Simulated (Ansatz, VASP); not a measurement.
**One calculation of C, two programs**

```
C
1.0
    -2.06156    2.06156    2.06156
     2.06156   -2.06156    2.06156
     2.06156    2.06156   -2.06156
C
4
Direct
  0.75000 0.75000 0.75000
  0.50000 0.00000 0.75000
  0.00000 0.75000 0.50000
  0.75000 0.50000 0.00000
```

Alike in both runs: task relaxation of cell and atoms; functional PBE; k mesh 16 × 16 × 16; occupations gaussian, width 0.1 eV; no spin polarisation.

```csv
,VASP,Ansatz
version,VASP 6.6.1,Ansatz 0.2.0
potentials or method,"VASP PAW PBE potentials, release 64 (C)","scalar-relativistic, plane waves, PAW"
plane-wave cutoff (eV),600,420
valence electrons in the cell,16,16
```

|  | VASP | Ansatz | Ansatz less VASP |
| --- | --- | --- | --- |
| gap on the k mesh at the Fermi level, each at its own relaxed structure (eV) | none | none | - |
| relaxed volume (Å³/atom) | 8.76 | 8.76 | 0.000 |
| relaxed cell length with the largest relative difference (Å) | 3.571 | 3.571 | 0.0000 |

A gap of «none» marks a metal or a gap that the smearing closes.

Caveats: the relaxation stopped at its first step, so nothing moved.
